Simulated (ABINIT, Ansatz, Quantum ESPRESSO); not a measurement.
Cost and result for the band gap of KBr

```cif
data_structure
_symmetry_space_group_name_H-M 'Fm-3m'
_symmetry_Int_Tables_number 225
_cell_length_a 6.6000
_cell_length_b 6.6000
_cell_length_c 6.6000
_cell_angle_alpha 90.000
_cell_angle_beta 90.000
_cell_angle_gamma 90.000
_cell_volume 287.50
loop_
_atom_site_label
_atom_site_type_symbol
_atom_site_symmetry_multiplicity
_atom_site_Wyckoff_symbol
_atom_site_fract_x
_atom_site_fract_y
_atom_site_fract_z
_atom_site_occupancy
Br1 Br 4 b 0.50000 0.00000 0.00000 1
K1 K 4 a 0.00000 0.00000 0.00000 1
```

```tsv
rung	level	program and potentials	cutoff (eV)	k mesh	task	spin	core time	chip	band gap (eV)	notes
GGA	PBE	Ansatz, Ansatz PAW	420	4 × 4 × 4	single point	off	0.95 s	Arm Neoverse V1	4.44	-
GGA	BLYP	Ansatz, Ansatz PAW	420	7 × 7 × 7	band structure	off	2 s	Intel Xeon 6975P-C Granite Rapids	4.44	potentials made for PBE, which Ansatz adapts in part
GGA	PBE	Quantum ESPRESSO, SG15 PBE 1.2	952	2 × 2 × 2	single point	off	5.5 s	Arm Neoverse V2	4.38	coarse mesh
GGA	PBEsol	Ansatz, PAW datasets made for the crystal	200	7 × 7 × 7	band structure	off	8.4 s	Arm Neoverse V1	4.28	-
GGA	PBEsol	Ansatz, Ansatz PAW	420	6 × 6 × 6	elastic constants	off	8.4 s	Arm Neoverse V1	4.28	potentials made for PBE, which Ansatz adapts in part
GGA	PBE	ABINIT, JTH PAW PBE v2.0	544	4 × 4 × 4	single point	off	9.6 s	Arm Neoverse V1	4.43	-
GGA	PBEsol	Ansatz, Ansatz PAW	420	7 × 7 × 7	band structure	SOC, no magnetisation	18 s	Intel Xeon	4.12	potentials made for PBE, which Ansatz adapts in part
LDA	LDA	Ansatz, all-electron LAPW, relativistic spinors	-	5 × 5 × 5	band structure	SOC, no magnetisation	35 s	Arm Neoverse V1	3.87	-
GGA	PBEsol	ABINIT, JTH PAW PBE v2.0	435	7 × 7 × 7	band structure	off	42 s	Arm Neoverse V2	4.28	potentials made for PBE
GGA	SOGGA	ABINIT, JTH PAW PBE v2.0	435	7 × 7 × 7	band structure	off	45 s	Arm Neoverse V2	4.30	potentials made for PBE
GGA	AM05	ABINIT, JTH PAW PBE v2.0	435	7 × 7 × 7	band structure	off	48 s	Intel Xeon Platinum 8488C Sapphire Rapids	4.49	potentials made for PBE
hybrid	PBEsol0	Ansatz, Ansatz PAW	420	4 × 4 × 4	band structure	off	2.6 min	Arm Neoverse V1	6.18	coarse mesh; potentials made for PBE, which Ansatz adapts in part
hybrid	HSE06	Ansatz, Ansatz PAW	420	4 × 4 × 4	band structure	off	2.8 min	Arm Neoverse V1	5.60	coarse mesh; potentials made for PBE, which Ansatz adapts in part
GGA	RPBE	ABINIT, JTH PAW PBE v2.0	435	7 × 7 × 7	band structure	SOC, no magnetisation	3 min	Arm Neoverse V2	4.61	potentials made for PBE
GGA	PBEsol	ABINIT, JTH PAW PBE v2.0	435	7 × 7 × 7	band structure	SOC, no magnetisation	3.2 min	Arm Neoverse V2	4.12	potentials made for PBE
GGA	PBE	ABINIT, SG15 NC PBE v1.2	1007	7 × 7 × 7	band structure	off	6 min	Arm Neoverse V1	4.42	-
GGA	BLYP	ABINIT, JTH PAW PBE v2.0	544	7 × 7 × 7	band structure	SOC, no magnetisation	7.2 min	Arm Neoverse V1	4.27	potentials made for PBE
hybrid	PBE-EpsX	ABINIT, SPMS NC PBE v1.0	381	6 × 6 × 6	single point	off	15 min	Arm Neoverse V2	7.34	coarse mesh; potentials made for PBE; exact-exchange share 1/ε∞
```

Times are single runs on shared hosts and different chips, so they are rough; meshes, cutoffs and the tasks' sizes weigh on the time. Gaps are the least found on the k mesh or the band path, and a mesh can miss the band edges. The cell comes from a database and isn't always the measured one. Meshes differ between rows, which moves values too. All levels ran on this one cell, unrelaxed unless noted. Meshes are those of the run's cell of 2 atoms unless a note names another. Runs on faulty files, with rough fits or with known faults for this quantity aren't shown.

By rung: LDA with SOC 3.87; GGA 4.28 to 4.49; GGA with SOC 4.12 to 4.61; GGA on coarse meshes 4.38; hybrid on coarse meshes 5.60 to 7.34 (eV).
